Sliding one half of an anatase crystal rigidly over the other by half a cell costs almost 9 J/m². Pulling the same two halves completely apart costs only about 2 J/m², a rough recalled figure for the two surfaces created. The slide is therefore some four times as expensive as having no contact at all. Broken bonds can't account for such a price, and the closing of the band gap appears to come too late to set it off. Most of the energy goes into forcing atoms together that the fixed spacing of the layers doesn't allow to step aside.

Rigid, unrelaxed slip of anatase TiO2 (a = 3.771 Å, c = 9.546 Å) on the (001) plane, with one fault per 12-atom cell; the slip vector is the cell edge b. Fault energies are relative to the undisturbed crystal, computed with Ansatz 0.2.0 (plane-wave PAW, scalar-relativistic PBEsol, no spin polarisation, 420 eV cutoff, 7×7×3 k mesh, Gaussian smearing of 0.05 eV).

| slip (fraction of the slip vector) | fault energy (mJ/m²) | shear traction (GPa (slope of the fault energy along the slip)) | gap on mesh (eV) |
| --- | --- | --- | --- |
| 0 | 0 | 0.00 | 2.104 |
| 0.1 | 741 | 38.83 | 1.947 |
| 0.2 | 2781 | 65.09 | 0.931 |
| 0.3 | 5286 | 65.19 | 0.062 |
| 0.4 | 7464 | 49.06 | 0.000 |
| 0.5 | 8732 | 0.00 | 0.000 |

The slip is the fraction of one cell edge by which the upper half has moved. Every slipped row has a lower symmetry than the undisturbed crystal. The fault energy is the cost per area of the plane, and the shear traction is its slope, the stress that resists the next bit of sliding. Symmetry makes this stress zero at the start and at half slip, where the energy reaches its highest computed value. In between it climbs past 65 GPa, far beyond what a real crystal withstands, because here a whole plane moves at once and no atom may relax.

The tempting explanation is that sliding breaks bonds. Along the c axis, titanium–oxygen bonds of 2.0 Å bridge the plane, and by half slip the rigid shift has stretched them to 2.7 Å. The energy rises at every step as they lengthen, so the story seems to fit. A correlation of this kind is weak evidence, though, since every distance across the plane changes with the slip.

An energy balance settles more. Imagine reaching the half-slipped crystal by a detour: separate the halves completely, shift them, and bring them back to the old spacing. The separation removes everything that held them together and costs roughly 2 J/m². The remaining 7 J/m² or so must then be spent on the way back, pressing together two faces that on balance repel each other. The fixed atomic positions make the true cost of separation somewhat higher than for relaxed surfaces, but the surplus is large enough to bear that.

The balance has no such grip on the first steps. At a slip of 0.1 the fault energy is 0.74 J/m², less than the cost of separation, so the balance alone can't rule out lost bonding. The bonds across the plane have grown by less than 2 % by then, which makes their stretching an unlikely source. Here the direction of the forces helps. A stretched bond that slants across the plane pulls the two sides together, whereas atoms pressed into each other push them apart.

The same calculation gives the force on every atom. Added up over the half crystal next to the fault and divided by the area, these forces give the stress across the plane. It pushes the halves apart in every slipped row, with 11 GPa at a slip of 0.1 and about 84 GPa at half slip. The sum taken along the slip reproduces the shear traction of the table, which confirms that the right atoms were counted. Repulsion thus outweighs the pull across the plane from the first step on. In the undisturbed crystal the two balance, so a weakened pull would also leave a net push, and the forces alone don't divide the energy between the two causes.

The geometry shows where the repulsion comes from. The plane runs between two layers of oxygen only 1.6 Å apart. In the undisturbed crystal the oxygen atoms on either side are offset sideways by half a cell edge, which keeps them 2.5 Å from each other. The slide removes exactly this offset, until each oxygen sits straight above another at the bare layer distance of 1.6 Å. Titanium atoms approach one another across the plane as well, from 3.0 to 2.4 Å.

Theory explains why such contacts are costly. The oxygen ions of an oxide have filled outer shells, and when two filled shells overlap, the antibonding combinations rise by more than the bonding ones fall. Ions of like charge also repel each other electrically, and this holds for titanium pairs too. The results don't separate the shares of oxygen and titanium, so the forced contacts are best taken together as one cause.

The third candidate is the band gap, which shrinks from 2.1 eV to nothing as the energy rises. One could suppose that the crystal resists because it is being turned from an insulator into a metal. The order of events speaks against this. At a slip of 0.2 the gap is still 0.93 eV wide, yet the shear traction is already practically as large as at 0.3, the highest value in the table. Once the gap has gone, at 0.4, the resistance is falling.

It is more natural to read the shrinking gap as another result of the forced contacts. As two oxygen atoms approach, their highest filled antibonding level is driven up towards the empty titanium levels, and the gap narrows. This is an argument from bonding theory, as the levels themselves were not followed. The point of closure is also uncertain, in both directions. PBEsol makes gaps too small, so the real crystal might stay insulating further along the slide. But the odd k mesh can miss the band edges, so the gaps in the table may be too wide and the closure may come earlier, which would weaken the argument from the order of events. The k mesh was chosen for the insulator, and neither the closure nor the energies of the last two rows were tested on a finer one.

Near half slip something may soften the oxygen contact. Between slips of 0.3 and 0.5 the oxygen atoms still approach each other, yet the upward force on the oxygen at the fault falls from 5.0 to 2.7 eV/Å. One guess is that electrons leave the antibonding oxygen level for titanium, so that the oxygen atoms begin to pair as in a peroxide. A calculation with free spins would be a useful test, because electrons on titanium could carry magnetic moments, which were excluded here.

The shape of the energy curve is a poorer judge than the forces. Frenkel's model starts from the fact that the energy must repeat after a full cell edge and be the same for slips to the left and to the right. The simplest curve that does so is E = E₀ sin²(πx), where x is the slip and E₀ the energy at half slip. A least-squares fit to all six rows gives E₀ = 8.4 J/m². For x = 0.2 the squared sine is 0.35, so the model predicts 0.35 × 8.4 = 2.9 J/m², against 2.8 J/m² in the table, a row that took part in the fit.

The sine misses the computed energies by about 2 % of the half-slip value on average. It fails most at half slip itself, where it is 4 % too low, because the computed curve saves more of its climb for the last step. A repulsion that decays exponentially with the oxygen–oxygen distance, with its strength and range fitted to the same rows, lowers the rms error from 179 to 101 mJ/m² at the price of one more constant, and from 273 to 202 mJ/m² when each row is predicted from the others. Both curves are good, and neither reveals the cause: an interaction between two periodic faces that varies gently over a cell edge tends to come out close to a sine, whatever its origin.

For practical use, the push between the halves matters more than the fit. Suppose the half-slipped crystal could open by 0.1 Å at the fault. The energy saved is then about stress times distance, 84 × 10⁹ N/m² × 0.1 × 10⁻¹⁰ m = 0.84 J/m², or a tenth of the whole fault energy. The saving per step shrinks as the halves separate and the push fades, so this figure shouldn't be stretched to large openings. It does show that the 9 J/m² belongs to a slide at fixed spacing and must not be used as the barrier for slip in a real crystal.

The same reasoning suggests what a slide in another direction would do. If the upper half moves along the diagonal of the square cell face instead of along the edge used here, the oxygen atoms pass beside each other and never sit on top of one another. From the same layer distance, their closest approach is about 2.1 Å rather than 1.6 Å. Halfway along the diagonal the bonds across the plane are stretched even further than at half slip along the edge, so an explanation by broken bonds would predict a higher cost there, while forced contacts predict a lower one. A rigid diagonal slide, not calculated here, would therefore put the two explanations to a direct test.
